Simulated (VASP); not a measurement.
# CaSe (Fm-3m) in VASP: a series of runs

The runs below take CaSe through single point, with PBE.

All numbers are computed with VASP 6.6.1; they aren't measurements. Logs are shortened: lines on timing, memory, paths and dates and some standing lists are left out, and cuts for length are marked.

**What was measured.**

A printed reference work, monograph, original work of 1988 reports, for a bulk crystal of CaSe at 2 K: band gap 3.85 eV (indirect).

How close the calculation comes is told below.

### 1 The cell of the first run

The structure is cubic, space group Fm-3m (No. 225). The conventional cell has a = 5.837 Å, b = 5.837 Å, c = 5.837 Å, α = 90.00°, β = 90.00°, γ = 90.00°. Ca (site symmetry m-3m) has 6 Se at 2.92 Å within 3.8 Å. Within 3.8 Å of Se (site symmetry m-3m) lie 6 Ca at 2.92 Å.

### 2 Single point, PBE (volume changed by -6%)

Input file INCAR:

```
PREC = Accurate
ENCUT = 520
EDIFF = 1E-7
ISMEAR = 0
SIGMA = 0.01
LREAL = False
LASPH = True
NELM = 80
ALGO = Normal
ISIF = 2
LWAVE = False
LCHARG = True
GGA = PE
LELF = True
LVHAR = True
NBANDS = 15
```

Input file KPOINTS:

```
Automatic mesh
0
Gamma
  6 6 6
```

Input file POSCAR:

```
CaSe
1.0
    0.0000000000      2.9187100436      2.9187100436
    2.9187100436      0.0000000000      2.9187100436
    2.9187100436      2.9187100436      0.0000000000
Ca Se
1 1
Direct
    0.0000000000      0.0000000000      0.0000000000
    0.5000000000      0.5000000000      0.5000000000
```

Potentials or basis: VASP PAW PBE potentials, release 64 (Ca_sv, Se).

Run with:

```
cat potpaw_PBE.64/Ca_sv/POTCAR potpaw_PBE.64/Se/POTCAR > POTCAR
mpirun -np 1 vasp_std > vasp.out
```

OUTCAR:

```text
PREC = Accurate
   ENCUT = 520
   EDIFF = 1E-7
   ISMEAR = 0
   LREAL = False
   LASPH = True
   NELM = 80
   ISIF = 2
   GGA = PE

 ion  position               nearest neighbor table
   1  0.000  0.000  0.000-   2 2.92   2 2.92   2 2.92   2 2.92   2 2.92   2 2.92
   2  0.500  0.500  0.500-   1 2.92   1 2.92   1 2.92   1 2.92   1 2.92   1 2.92

  LATTYP: Found a face centered cubic cell.
 ALAT       =     5.8374200872

  Lattice vectors:

 A1 = (   0.0000000000,   2.9187100436,   2.9187100436)
 A2 = (   2.9187100436,   0.0000000000,   2.9187100436)
 A3 = (   2.9187100436,   2.9187100436,   0.0000000000)

Analysis of symmetry for initial positions (statically):
=====================================================================
 Subroutine PRICEL returns:
 Original cell was already a primitive cell.

 Routine SETGRP: Setting up the symmetry group for a
 face centered cubic supercell.

 Subroutine GETGRP returns: Found 48 space group operations
[... 9 lines left out ...]

 Routine SETGRP: Setting up the symmetry group for a
 face centered cubic supercell.

 Subroutine GETGRP returns: Found 48 space group operations
[... 11 lines left out ...]
                                     Primitive cell

  volume of cell :      49.7282

  direct lattice vectors                    reciprocal lattice vectors
     0.000000000  2.918710044  2.918710044    -0.171308555  0.171308555  0.171308555
     2.918710044  0.000000000  2.918710044     0.171308555 -0.171308555  0.171308555
     2.918710044  2.918710044  0.000000000     0.171308555  0.171308555 -0.171308555

  length of vectors
     4.127679328  4.127679328  4.127679328     0.296715121  0.296715121  0.296715121

  position of ions in fractional coordinates (direct lattice)
     0.000000000  0.000000000  0.000000000
     0.500000000  0.500000000  0.500000000

  ion indices of the primitive-cell ions
   primitive index   ion index
                 1           1
                 2           2

----------------------------------------------------------------------------------------

 KPOINTS: Automatic mesh

Automatic generation of k-mesh.
 Grid dimensions read from file:
 generate k-points for:    6    6    6

 Generating k-lattice:

  Cartesian coordinates                     Fractional coordinates (reciprocal lattice)
    -0.028551426  0.028551426  0.028551426     0.166666667  0.000000000  0.000000000
     0.028551426 -0.028551426  0.028551426     0.000000000  0.166666667  0.000000000
     0.028551426  0.028551426 -0.028551426     0.000000000  0.000000000  0.166666667

  Length of vectors
[... 55 lines left out ...]
   TEBEG  =    0.0;   TEEND  =   0.0 temperature during run
   PSTRESS=    0.0 pullay stress
   NELECT =      16.0000    total number of electrons
   NUPDOWN=      -1.0000    fix difference up-down
   EMIN   =  10.00;   EMAX   =-10.00  energy-range for DOS
   EFERMI =   0.00;   METHOD = LEGACY
   ISMEAR =     0;   SIGMA  =   0.01  broadening in eV -4-tet -1-fermi 0-gaus
   EFERMI_NEDOS =   21; number of points for ismear=-14 and -15
   IALGO  =     38    algorithm
   IMIX   =      4    mixing-type and parameters
     AMIX     =   0.40;   BMIX     =  1.00
     AMIX_MAG =   1.60;   BMIX_MAG =  1.00
  volume/ion in A,a.u.               =      24.86       167.79
  Fermi-wavevector in a.u.,A,eV,Ry     =   1.121796  2.119887 17.121928  1.258426
  Thomas-Fermi vector in A             =   2.258452
   LORBIT       =      0    0 simple, 1 ext, 2 COOP (PROOUT), +10 PAW based schemes
   GGA     = PE    functional components
   LHFCALC =     F    Hartree Fock is set to
   AEXX    =    0.0000 exact exchange contribution
   IVDW    =     0    specifies the selected vdW correction
   LEPSILON=     F    determine dielectric tensor
   LRPA    =     F    only Hartree local field effects (RPA)
 non-spin polarized calculation
 Gauss-broadening in eV      SIGMA  =   0.01
  energy-cutoff  :      520.00
  volume of cell :       49.73
 maximum number of plane-waves:      1363
 NGX is ok and might be reduce to    32
   NGX = 15   NGY = 15   NGZ = 15

 number of electron      16.0000002 magnetization

 Free energy of the ion-electron system (eV)
  ---------------------------------------------------
  ext. energy  EPLUGINS =         0.00000000
  ---------------------------------------------------
  free energy    TOTEN  =        -9.44961485 eV

  energy without entropy =       -9.44961485  energy(sigma->0) =       -9.44961485

 E-fermi :   2.8543     XC(G=0):  -9.3242

 val. band max:        2.7296672281   @ k =   0.0000   0.0000   0.0000
 cond. band min:       4.6514861945   @ k =   0.5000   0.5000   0.0000
 fundamental gap:      1.9218189664
 Fermi energy:         2.8543017493

 k-point     1 :       0.0000    0.0000    0.0000
  band No.  band energies     occupation
      1     -36.9034      2.00000
      2     -17.9049      2.00000
      3     -17.9049      2.00000
      4     -17.9049      2.00000
      5      -9.2118      2.00000
      6       2.7297      2.00000
      7       2.7297      2.00000
      8       2.7297      2.00000
      9       6.2900      0.00000
     10       6.4163      0.00000
     11       6.4163      0.00000
     12       6.4163      0.00000
     13       7.0253      0.00000
     14       7.0253      0.00000
[... 257 lines left out ...]
      2     -17.9885      2.00000
      3     -17.9589      2.00000
      4     -17.9505      2.00000
      5      -8.5071      2.00000
      6       0.3481      2.00000
      7       1.0741      2.00000
      8       1.1401      2.00000
      9       6.0215      0.00000
     10       8.0164      0.00000
     11       8.1661      0.00000
     12       8.6878      0.00000
     13       8.9052      0.00000
     14       9.9790      0.00000
     15      12.4589      0.00000

------------------------ aborting loop because EDIFF is reached ----------------------------------------

  FORCE on cell =-STRESS in cart. coord.  units (eV):
  Direction    XX          YY          ZZ          XY          YZ          ZX
  --------------------------------------------------------------------------------------
  -------------------------------------------------------------------------------------
  Total        1.1016353      1.1016353      1.1016353      0.0000000     -0.0000000      0.0000000
  in kB       35.4932355     35.4932355     35.4932355      0.0000000     -0.0000000      0.0000000
  external PRESSURE =      35.4932355 kB  Pullay stress =       0.0000000 kB

 VOLUME and BASIS-vectors are now :
 -----------------------------------------------------------------------------
  energy-cutoff  :      520.00
  volume of cell :       49.73
      direct lattice vectors                 reciprocal lattice vectors
     0.000000000  2.918710044  2.918710044    -0.171308555  0.171308555  0.171308555
     2.918710044  0.000000000  2.918710044     0.171308555 -0.171308555  0.171308555
     2.918710044  2.918710044  0.000000000     0.171308555  0.171308555 -0.171308555

 POSITION                                       TOTAL-FORCE (eV/Angst)
 -----------------------------------------------------------------------------------
      0.00000      0.00000      0.00000        -0.000000      0.000000     -0.000000
      2.91871      2.91871      2.91871         0.000000      0.000000      0.000000
 -----------------------------------------------------------------------------------
    total drift:                                0.000000     -0.000000     -0.000000

  FREE ENERGIE OF THE ION-ELECTRON SYSTEM (eV)
  ---------------------------------------------------
  free  energy   TOTEN  =        -9.4496148517 eV

  energy  without entropy=       -9.4496148517  energy(sigma->0) =       -9.44961485
```

It took 6.3 s on 1 thread of Intel Xeon 6975P-C (Granite Rapids), shared host; peak memory 0.17 GiB.

What came out:

```
Free energy            : -9.4496 eV
Pressure               : 3.5 GPa
Band gap on the k mesh : 1.92 eV, indirect (least direct gap 2.89 eV)
```

Caveat: the cell differs from its parent crystal (volume changed by -6%). A k mesh can miss the band edges.

### 3 Single point, PBE (volume changed by -3%)

Input file INCAR:

```
SYSTEM = CaSe
PREC = Accurate
ENCUT = 520
EDIFF = 1E-6
ISMEAR = 0
SIGMA = 0.01
LREAL = .False.
LASPH = .True.
NELM = 100
ALGO = Normal
ISIF = 2
LWAVE = .False.
LCHARG = .True.
GGA = PE
LELF = .True.
LVHAR = .True.
NBANDS = 15
```

Input file KPOINTS:

```
regular mesh
0
Gamma
  6 6 6
  0 0 0
```

Input file POSCAR:

```
CaSe
1.0
    0.0000000000      2.9494355651      2.9494355651
    2.9494355651      0.0000000000      2.9494355651
    2.9494355651      2.9494355651      0.0000000000
Ca Se
1 1
Direct
    0.0000000000      0.0000000000      0.0000000000
    0.5000000000      0.5000000000      0.5000000000
```

Potentials or basis: VASP PAW PBE potentials, release 64 (Ca_sv, Se).

Run with:

```
cat potpaw_PBE.64/Ca_sv/POTCAR potpaw_PBE.64/Se/POTCAR > POTCAR
mpirun -np 1 vasp_std > vasp.out
```

Wall time 5.7 s (1 thread of Intel Xeon 6975P-C (Granite Rapids), shared host); peak memory 0.17 GiB.

It converged, with:

* Free energy: -9.4758 eV
* Pressure: 1.7 GPa
* Band gap on the k mesh: 2.00 eV, indirect (least direct gap 2.95 eV)

Levels at points of the mesh, in eV from the valence-band top:
```
           k point  band 5  band 6  band 7  band 8  band 9  band 10  band 11  band 12
(0.00, 0.00, 0.00)  -11.83    0.00    0.00    0.00    3.39     3.70     3.70     3.70
(0.50, 0.00, 0.00)  -11.11   -3.32   -1.22   -1.22    4.53     5.50     5.53     5.53
(0.50, 0.50, 0.00)  -11.24   -2.54   -0.94   -0.94    2.00     5.06     5.09     6.06
```

Caveat: the cell differs from its parent crystal (volume changed by -3%). A k mesh can miss the band edges.

### 4 Single point, PBE

This run uses another cell than the first one, of 26.45 Å³/atom, 1.064 times its volume.

Input file INCAR:

```
SYSTEM = CaSe
PREC = Accurate ; ENCUT = 520
EDIFF = 1E-7 ; ISMEAR = 0
SIGMA = 0.01 ; LREAL = .FALSE.
LASPH = .TRUE. ; NELM = 60
ALGO = Normal ; ISIF = 2
LWAVE = .FALSE. ; LCHARG = .FALSE.
GGA = PE ; NBANDS = 15
```

Input file KPOINTS:

```
regular mesh
0
G
  6 6 6
  0 0 0
```

Input file POSCAR:

```
CaSe
1.0
    0.0000000000      2.9795339252      2.9795339252
    2.9795339252      0.0000000000      2.9795339252
    2.9795339252      2.9795339252      0.0000000000
Ca Se
1 1
Direct
    0.0000000000      0.0000000000      0.0000000000
    0.5000000000      0.5000000000      0.5000000000
```

Run with:

```
cat potpaw_PBE.64/Ca_sv/POTCAR potpaw_PBE.64/Se/POTCAR > POTCAR
mpirun -np 1 vasp_std > vasp.out
```

It took 5.9 s on 1 thread of Intel Xeon 6975P-C (Granite Rapids), shared host; peak memory 0.17 GiB.

It converged, with:

```
Free energy            : -9.4851 eV
Pressure               : 0.1 GPa
Band gap on the k mesh : 2.07 eV, indirect (least direct gap 2.99 eV)
```

Levels at points of the mesh, in eV from the valence-band top:
```tsv
k point	band 6	band 7	band 8	band 9	band 10	band 11
(0.00, 0.00, 0.00)	0.00	0.00	0.00	3.22	3.71	3.71
(0.50, 0.00, 0.00)	-3.20	-1.15	-1.15	4.48	5.42	5.45
(0.50, 0.50, 0.00)	-2.46	-0.91	-0.91	2.07	4.95	5.00
```

### 5 Single point, PBE (volume changed by +3%)

Input file INCAR:

```
PREC = Accurate
ENCUT = 520
EDIFF = 1E-6
ISMEAR = 0
SIGMA = 0.01
LREAL = False
LASPH = True
NELM = 60
ALGO = Normal
ISIF = 2
LWAVE = False
LCHARG = False
GGA = PE
NBANDS = 15
```

Input file KPOINTS:

```
Automatic mesh
0
Gamma
  6 6 6
```

Input file POSCAR:

```
CaSe
1.0
    0.0000000000      3.0090361798      3.0090361798
    3.0090361798      0.0000000000      3.0090361798
    3.0090361798      3.0090361798      0.0000000000
Ca Se
1 1
Direct
    0.0000000000      0.0000000000      0.0000000000
    0.5000000000      0.5000000000      0.5000000000
```

Run with:

```
cat potpaw_PBE.64/Ca_sv/POTCAR potpaw_PBE.64/Se/POTCAR > POTCAR
mpirun -np 1 vasp_std > vasp.out
```

Wall time 5.9 s (1 thread of Intel Xeon 6975P-C (Granite Rapids), shared host); peak memory 0.17 GiB.

Results (log left out):

* Free energy: -9.4800 eV
* Pressure: -1.2 GPa
* Band gap on the k mesh: 2.14 eV, indirect (least direct gap 3.02 eV)

Levels at points of the mesh, in eV from the valence-band top:
```csv
k point,band 4,band 5,band 6,band 7,band 8,band 9,band 10,band 11,band 12,band 13
"(0.00, 0.00, 0.00)",-20.90,-11.63,0.00,0.00,0.00,3.07,3.72,3.72,3.72,4.23
"(0.50, 0.00, 0.00)",-20.90,-11.02,-3.09,-1.09,-1.09,4.43,5.33,5.37,5.37,7.21
"(0.50, 0.50, 0.00)",-20.92,-11.10,-2.39,-0.89,-0.89,2.14,4.82,4.94,5.80,5.87
```

Caveat: the cell differs from its parent crystal (volume changed by +3%). A k mesh can miss the band edges.

### 6 Single point, PBE (volume changed by +6%)

Input file INCAR:

```
ALGO = Normal
EDIFF = 1E-7
ENCUT = 520
GGA = PE
ISIF = 2
ISMEAR = 0
LASPH = True
LCHARG = False
LREAL = False
LWAVE = False
NBANDS = 15
NELM = 100
PREC = Accurate
SIGMA = 0.01
```

Input file KPOINTS:

```
k-points
0
Gamma
  6 6 6
```

Input file POSCAR:

```
CaSe
1.0
    0.0000000000      3.0379709950      3.0379709950
    3.0379709950      0.0000000000      3.0379709950
    3.0379709950      3.0379709950      0.0000000000
Ca Se
1 1
Direct
    0.0000000000      0.0000000000      0.0000000000
    0.5000000000      0.5000000000      0.5000000000
```

Potentials or basis: VASP PAW PBE potentials, release 64 (Ca_sv, Se).

Run with:

```
cat potpaw_PBE.64/Ca_sv/POTCAR potpaw_PBE.64/Se/POTCAR > POTCAR
mpirun -np 1 vasp_std > vasp.out
```

Run time: 6.5 s. Hardware: 1 thread of Intel Xeon 6975P-C (Granite Rapids), shared host; peak memory 0.18 GiB.

Results (log left out):

- Free energy: -9.4624 eV
- Pressure: -2.4 GPa
- Band gap on the k mesh: 2.19 eV, indirect (least direct gap 2.93 eV)

Levels at points of the mesh, in eV from the valence-band top:
| k point | band 6 | band 7 | band 8 | band 9 | band 10 | band 11 |
| --- | --- | --- | --- | --- | --- | --- |
| (0.00, 0.00, 0.00) | 0.00 | 0.00 | 0.00 | 2.93 | 3.71 | 3.71 |
| (0.50, 0.00, 0.00) | -2.99 | -1.04 | -1.04 | 4.38 | 5.25 | 5.29 |
| (0.50, 0.50, 0.00) | -2.32 | -0.86 | -0.86 | 2.19 | 4.70 | 4.89 |

Caveat: the cell differs from its parent crystal (volume changed by +6%). A k mesh can miss the band edges.

### 7 Summary

| cell | gap on the mesh (eV) | pressure (GPa) |
| --- | --- | --- |
| a = 4.128 Å, angles 60.0°, 2 atoms | 1.92 | 3.5 |
| a = 4.171 Å, angles 60.0°, 2 atoms | 2.00 | 1.7 |
| a = 4.214 Å, angles 60.0°, 2 atoms | 2.07 | 0.1 |
| a = 4.255 Å, angles 60.0°, 2 atoms | 2.14 | -1.2 |
| a = 4.296 Å, angles 60.0°, 2 atoms | 2.19 | -2.4 |

Alike in all rows: task single point; level PBE; potentials or basis VASP PAW PBE potentials, release 64 (Ca_sv, Se); no spin polarisation; k mesh 6 × 6 × 6; cutoff (eV) 520; smearing gaussian 0.01 eV.

Total energies depend on the potentials used, so only differences within one code and one set of settings carry meaning.

### 8 Comparison with measurements

Step 4. Against the measured gap of CaSe, 3.85 eV (indirect; 2 K; a printed reference work, monograph, original work of 1988), the calculated 2.07 eV is off by -1.78 eV. Spin-orbit coupling on Se is left out. The value is that of PBE on a finite k mesh, which can miss the band edges, without temperature or zero-point motion. Semilocal functionals fall short of measured gaps as a rule.
